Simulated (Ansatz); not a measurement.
# Co (P-1) in Ansatz: convergence with k mesh

Aim: find how far k mesh must go before the results for Co settle, at r2SCAN. This setting moves, with any that are tied to it; all else stays.

Program: Ansatz 0.2.0. These are calculated values, not measurements. Logs are shortened: lines on timing, memory, paths and dates and some standing lists are left out, and cuts for length are marked.

## (1) The cell of the first run

The typed cell holds 2 atoms: a = 2.472 Å, b = 2.472 Å, c = 4.021 Å, α = 90.00°, β = 90.00°, γ = 120.00°.

The cell isn't the ideal one: atoms moved at random, drawn with an rms of 0.05 Å.

## (2) With k mesh 4 × 4 × 2

input.yaml reads:

```yaml
crystal:
  lattice:
    - [2.4719999032, 0.0, 0.0]
    - [-1.2359999516, 2.1408147143, 0.0]
    - [0.0, 0.0, 4.02114408]
  atoms:
    - { symbol: Co, position: [0.664846, 0.312703, 0.742733], spin: 2.0 }
    - { symbol: Co, position: [0.343336, 0.652887, 0.240112], spin: 2.0 }
hamiltonian:
  xc: r2scan
  pseudopotentials: { kind: nc, accuracy: standard }
magnetization:
  spin_polarized: true
kpoints:
  mp_grid: { grid: [4, 4, 2] }
scf:
  occupations: { method: fermi_dirac, width: 0.05 }
output:
  forces: true
  stress: true
  eigenvalues: true
```

Potentials or basis: PseudoDojo standard (PBE files).

Command:

```
$ ansatz run input.yaml --threads 2 --pin off --max-ram 5632MiB --backend cpu --events-out ev --progress --plain --runs-dir out
```

Run time: 5.1 s. Hardware: 2 threads of AMD EPYC 9R14 (Zen 4), shared host; peak memory 0.5 GiB.

Results:

```yaml
Free_energy: -8443.2861 eV
Pressure: -3.7 GPa
Largest_force: 0.055 eV/Å
Band_gap_on_the_k_mesh: none (metal or under the smearing width)
Net_moment: 3.37 μB per cell
Absolute_moment: 3.84 μB per cell
Site_moments: Co +1.79 μB
```

## (3) With k mesh 5 × 5 × 3

input.yaml, as its differences from that of step 2:

```diff
@@ -14,3 +14,3 @@
 kpoints:
-  mp_grid: { grid: [4, 4, 2] }
+  mp_grid: { grid: [5, 5, 3] }
 scf:
```

Potentials or basis: PseudoDojo standard (PBE files).

Command:

```
$ ansatz run input.yaml --threads 2 --pin off --max-ram 5632MiB --backend cpu --events-out ev --progress --plain --runs-dir out
```

Wall time 7.7 s (2 threads of AMD EPYC 9R14 (Zen 4), shared host); peak memory 0.55 GiB.

Results:

```
Free energy            : -8443.3156 eV
Pressure               : -0.4 GPa
Largest force          : 0.043 eV/Å
Band gap on the k mesh : none (metal or under the smearing width)
Net moment             : 3.72 μB per cell
Absolute moment        : 4.15 μB per cell
Site moments           : Co +1.96 μB
```

## (4) With k mesh 6 × 6 × 3

input.yaml, as its differences from that of step 3:

```diff
@@ -14,3 +14,3 @@
 kpoints:
-  mp_grid: { grid: [5, 5, 3] }
+  mp_grid: { grid: [6, 6, 3] }
 scf:
```

Command:

```
$ ansatz run input.yaml --threads 2 --pin off --max-ram 5632MiB --backend cpu --events-out ev --progress --plain --runs-dir out
```

It took 9.1 s on 2 threads of AMD EPYC 9R14 (Zen 4), shared host; peak memory 0.6 GiB.

Results:

```
Free energy            : -8443.4167 eV
Pressure               : -5.2 GPa
Largest force          : 0.092 eV/Å
Band gap on the k mesh : none (metal or under the smearing width)
Net moment             : 3.33 μB per cell
Absolute moment        : 3.88 μB per cell
Site moments           : Co +1.79 μB
```

## (5) With k mesh 7 × 7 × 4

input.yaml, as its differences from that of step 4:

```diff
@@ -14,3 +14,3 @@
 kpoints:
-  mp_grid: { grid: [6, 6, 3] }
+  mp_grid: { grid: [7, 7, 4] }
 scf:
```

Command:

```
$ ansatz run input.yaml --threads 2 --pin off --max-ram 5632MiB --backend cpu --events-out ev --progress --plain --runs-dir out
```

Wall time 17 s (2 threads of AMD EPYC 9R14 (Zen 4), shared host); peak memory 0.73 GiB.

Results:

- Free energy: -8443.3240 eV
- Pressure: -1.7 GPa
- Largest force: 0.053 eV/Å
- Band gap on the k mesh: none (metal or under the smearing width)
- Net moment: 3.56 μB per cell
- Absolute moment: 4.09 μB per cell
- Site moments: Co +1.90 μB

## (6) With k mesh 9 × 9 × 5

input.yaml, as its differences from that of step 5:

```diff
@@ -14,3 +14,3 @@
 kpoints:
-  mp_grid: { grid: [7, 7, 4] }
+  mp_grid: { grid: [9, 9, 5] }
 scf:
```

Potentials or basis: PseudoDojo standard (PBE files).

Command:

```
$ ansatz run input.yaml --threads 2 --pin off --max-ram 5632MiB --backend cpu --events-out ev --progress --plain --runs-dir out
```

Run time: 28 s. Hardware: 2 threads of AMD EPYC 9R14 (Zen 4), shared host; peak memory 0.97 GiB.

Results (log left out):

* Free energy: -8443.3281 eV
* Pressure: -3.4 GPa
* Largest force: 0.060 eV/Å
* Band gap on the k mesh: none (metal or under the smearing width)
* Net moment: 3.42 μB per cell
* Absolute moment: 3.96 μB per cell
* Site moments: Co +1.83 μB

## (7) With k mesh 11 × 11 × 6

input.yaml, as its differences from that of step 6:

```diff
@@ -14,3 +14,3 @@
 kpoints:
-  mp_grid: { grid: [9, 9, 5] }
+  mp_grid: { grid: [11, 11, 6] }
 scf:
```

Command:

```
$ ansatz run input.yaml --threads 2 --pin off --max-ram 5632MiB --backend cpu --events-out ev --progress --plain --runs-dir out
```

It took 50 s on 2 threads of AMD EPYC 9R14 (Zen 4), shared host; peak memory 1.3 GiB.

It converged, with:

| Property | Result |
| --- | --- |
| Free energy | -8443.3337 eV |
| Pressure | -4.2 GPa |
| Largest force | 0.053 eV/Å |
| Band gap on the k mesh | none (metal or under the smearing width) |
| Net moment | 3.35 μB per cell |
| Absolute moment | 3.90 μB per cell |
| Site moments | Co +1.80 μB |

## (8) With k mesh 14 × 14 × 8

input.yaml, as its differences from that of step 7:

```diff
@@ -14,3 +14,3 @@
 kpoints:
-  mp_grid: { grid: [11, 11, 6] }
+  mp_grid: { grid: [14, 14, 8] }
 scf:
```

Command:

```
$ ansatz run input.yaml --threads 2 --pin off --max-ram 5632MiB --backend cpu --events-out ev --progress --plain --runs-dir out
```

Wall time 99 s (2 threads of AMD EPYC 9R14 (Zen 4), shared host); peak memory 2.3 GiB.

Results (log left out):

- Free energy: -8443.3450 eV
- Pressure: -3.1 GPa
- Largest force: 0.043 eV/Å
- Band gap on the k mesh: none (metal or under the smearing width)
- Net moment: 3.46 μB per cell
- Absolute moment: 3.99 μB per cell
- Site moments: Co +1.85 μB

## (9) With k mesh 17 × 17 × 9

input.yaml, as its differences from that of step 8:

```diff
@@ -14,3 +14,3 @@
 kpoints:
-  mp_grid: { grid: [14, 14, 8] }
+  mp_grid: { grid: [17, 17, 9] }
 scf:
```

Potentials or basis: PseudoDojo standard (PBE files).

Command:

```
$ ansatz run input.yaml --threads 2 --pin off --max-ram 5632MiB --backend cpu --events-out ev --progress --plain --runs-dir out
```

It took 2.7 min on 2 threads of AMD EPYC 9R14 (Zen 4), shared host; peak memory 3.4 GiB.

It converged, with:

- Free energy: -8443.3476 eV
- Pressure: -4.2 GPa
- Largest force: 0.057 eV/Å
- Band gap on the k mesh: none (metal or under the smearing width)
- Net moment: 3.36 μB per cell
- Absolute moment: 3.92 μB per cell
- Site moments: Co +1.81 μB

## (10) With k mesh 20 × 20 × 11

input.yaml, as its differences from that of step 9:

```diff
@@ -14,3 +14,3 @@
 kpoints:
-  mp_grid: { grid: [17, 17, 9] }
+  mp_grid: { grid: [20, 20, 11] }
 scf:
```

Potentials or basis: PseudoDojo standard (PBE files).

Command:

```
$ ansatz run input.yaml --threads 2 --pin off --max-ram 5632MiB --backend cpu --events-out ev --progress --plain --runs-dir out
```

Output:

```text
Warning: hamiltonian.xc reads the kinetic-energy density τ on the library's norm-conserving files, and those of Co were made for PBE
Warning: RAYON_NUM_THREADS=2 ignored (pool sized by the plan → 2); use --threads N
Engine: ansatz 0.2.0, x86_64-unknown-linux-gnu
Pseudopotentials: kind: nc
Pseudopotential: Co, nc, valence charge 17, recommended cutoff 1306.14654 eV (normal), Co.nc.azcp (PseudoDojo's, or run here from an input of PseudoDojo's; its table is named by hamiltonian.pseudopotentials.accuracy)
Functional definition: r2SCAN
  parameter k0 = 0.174
  parameter k1 = 0.065
  parameter a1 = 4.9479
  exchange = r2scan_x(k0 = k0, k1 = k1, a1 = a1)
  correlation = r2scan_c
Crystal: 2 atoms, lattice volume = 21.280 Å³
Basis set: ecut = 1306.14654 eV, 2297 PW (Γ), exchange–correlation on 120×120×192 points (64 copies of the dense FFT grid, shifted against one another)
Bands: 23, of which v1, the nominal top of the filled ones, is band 17 counted from 1 (16 counted from 0)
Symmetry: 2 space group operations
Space group: P-1 (ITA 2), of the structure as read, at distance tolerance 2.8e-5 Å
Magnetic group: BNS 2.4 (UNI 4), of the structure as read, at distance tolerance 2.8e-5 Å
k-points: 2202 of 4400
Non-local potential: Co, projectors of the file, l = 0: 2, l = 1: 2, l = 2: 2
Initial density: superposition of atomic densities (chi_scale 0.1, normalization cell)
Starting moments: Σ|m| = 4 μB on 2 of 2 sites
Initial wavefunctions: pseudopotential atomic-orbital guess
Functional: x = r2scan, c = r2scan; τ floored in thin density (d = 2e-4 eV/Å³)
iter 1 solved again at ethr=4.73e-4 eV; its pass at ethr=3.10e-3 eV (dr2=1.61e-1 eV) is discarded
[... 13 lines left out ...]
SCF 1 converged in 11 iterations: F = -8443.342839 eV  dr2 = 4.31e-8
this state was not tested for a lower state beside it, because the mixer in use, unlike msr1, does not test its closes by its own steps (another_mixer; see scf.mixing.algorithm and scf.lower_state_search)
SCF converged after 11 iterations
Magnetization: 3.3976 μB (18.6988 up, 15.3012 down)
Absolute magnetization: 3.9475 μB (∫|ρ↑−ρ↓|)
Spin contamination: 0.1146 ħ² per cell (⟨S²⟩ above its minimum at these occupations)
Per-site moments (μB) at R_I (Å): [(1.822735853655191, 1.010064303209224), (1.8227358536551914, 1.010064303209224)]
Free energy (F): -8443.342839 eV
Harris-Foulkes:  -8443.342839 eV  (|F-HF|=1.34e-8)
Internal energy: -8443.328074 eV  (E = F + TS)
E sigma→0 (E₀):  -8443.335456 eV
Entropy (-TS):   -0.014765 eV (-7.382 meV/atom)
Fermi energy:    19.464645 eV
--- Per-component energies (eV) ---
  E_band       = -517.257110
  E_kinetic    = 3713.564684
  E_local      = -6060.661499  (includes V_loc(G=0)·N_el)
  E_nonlocal   = -1030.701625
  E_hartree    = 2044.487262
  E_xc         = -1645.623767
  E_vxc        = -1313.654285  (∫ρ·V_xc dr)
  E_vtau       = 85.221617  (kinetic-family band-sum trace: ∫τ·v_τ [+ j·A + Jᵃ·Aᵃ] dr)
  E_ewald      = -5464.393128
  E_smearing   = -0.014765  (= −TS)
  E_closure    = 0.000000  (closes the sum)
  Σ components = -8443.342839   (vs F -8443.342839, Δ=0.00e0)
--- Forces (eV/Å), atoms counted from 1 ---
  atom   1  Co     0.03860595     0.02767748    -0.01915991
  atom   2  Co    -0.03860595    -0.02767748     0.01915991
  max |Σ_I F_I| component: 0.00e0 eV/Å
--- Stress (GPa, compression-positive) ---
       -3.733722      -0.421856      -0.048421
       -0.421856      -3.145414      -0.034555
       -0.048421      -0.034555      -4.318010
  P = ⅓ Tr σ = -3.7324 GPa (-37.324 kbar)
--- Band table (eV; the first three rows and the last of 4404) ---
  k-point 0 ↑: bands = ["-81.0766", "-81.0182", "-42.9387", "-42.6373", "-42.6348", "-42.5987", "-42.5923", "-42.5828", "9.9816", "13.7387", "16.2506", "16.2995", "16.3196", "16.6132", "16.6351", "16.9602", "17.0188", "18.0628", "18.1614", "19.1818", "25.8344", "42.3654", "45.1600"]
  k-point 1 ↑: bands = ["-81.0754", "-81.0193", "-42.9320", "-42.6364", "-42.6338", "-42.6056", "-42.5932", "-42.5839", "10.0688", "13.7281", "16.2292", "16.2761", "16.2945", "16.5896", "16.6125", "17.0154", "17.0722", "18.0611", "18.1541", "18.8039", "26.3770", "42.3356", "44.9735"]
  k-point 2 ↑: bands = ["-81.0720", "-81.0228", "-42.9121", "-42.6340", "-42.6307", "-42.6257", "-42.5959", "-42.5869", "10.3271", "13.6778", "16.1693", "16.2303", "16.2433", "16.5255", "16.5504", "17.1540", "17.2056", "17.9566", "18.0508", "18.1284", "27.7338", "42.1172", "43.3674"]
  k-point 2201 ↓: bands = ["-78.4308", "-78.4278", "-40.3604", "-40.3503", "-40.0954", "-40.0922", "-40.0788", "-40.0773", "15.0196", "15.1591", "16.8066", "16.9314", "19.2192", "19.3568", "19.7157", "19.7233", "20.9378", "20.9581", "21.2826", "21.9164", "28.0120", "28.0557", "38.4399"]
```

Run time: 4.7 min. Hardware: 2 threads of AMD EPYC 9R14 (Zen 4), shared host; peak memory 5 GiB.

What came out:

* Free energy: -8443.3428 eV
* Pressure: -3.7 GPa
* Largest force: 0.051 eV/Å
* Band gap on the k mesh: none (metal or under the smearing width)
* Net moment: 3.40 μB per cell
* Absolute moment: 3.95 μB per cell
* Site moments: Co +1.82 μB

## (11) Summary

| k mesh | energy less the tightest run, at zero smearing (meV/atom) | pressure (GPa) | largest force (eV/Å) | absolute moment (μB) | SCF cycles | CPU time (s) | peak memory (GiB) |
| --- | --- | --- | --- | --- | --- | --- | --- |
| 4 × 4 × 2 | 29.00 | -3.72 | 0.055 | 3.84 | 11 | 9.7 | 0.5 |
| 5 × 5 × 3 | 16.41 | -0.42 | 0.043 | 4.15 | 12 | 15 | 0.55 |
| 6 × 6 × 3 | -39.61 | -5.20 | 0.092 | 3.88 | 10 | 17 | 0.6 |
| 7 × 7 × 4 | 9.70 | -1.74 | 0.053 | 4.09 | 13 | 32 | 0.73 |
| 9 × 9 × 5 | 7.00 | -3.38 | 0.060 | 3.96 | 11 | 55 | 0.97 |
| 11 × 11 × 6 | 4.87 | -4.21 | 0.053 | 3.90 | 11 | 95 | 1.3 |
| 14 × 14 × 8 | -1.35 | -3.11 | 0.043 | 3.99 | 11 | 190 | 2.3 |
| 17 × 17 × 9 | -2.97 | -4.17 | 0.057 | 3.92 | 11 | 310 | 3.4 |
| 20 × 20 × 11 | 0.00 | -3.73 | 0.051 | 3.95 | 11 | 540 | 5 |

Not settled before the last step: the energy (to 1 meV/atom), the pressure (to 0.1 GPa), the largest force (to 0.005 eV/Å), the absolute moment (to 0.02 μB). Meshes of other sizes hit other points, so gaps and Fermi surfaces needn't settle smoothly. The tightest run that finished is the yardstick and may itself not be fully converged.

Caveats: the meta-GGA runs on potentials made for a GGA; the magnetic or orbital state may not be the lowest; the potentials were made for another functional, which shifts forces and pressure.
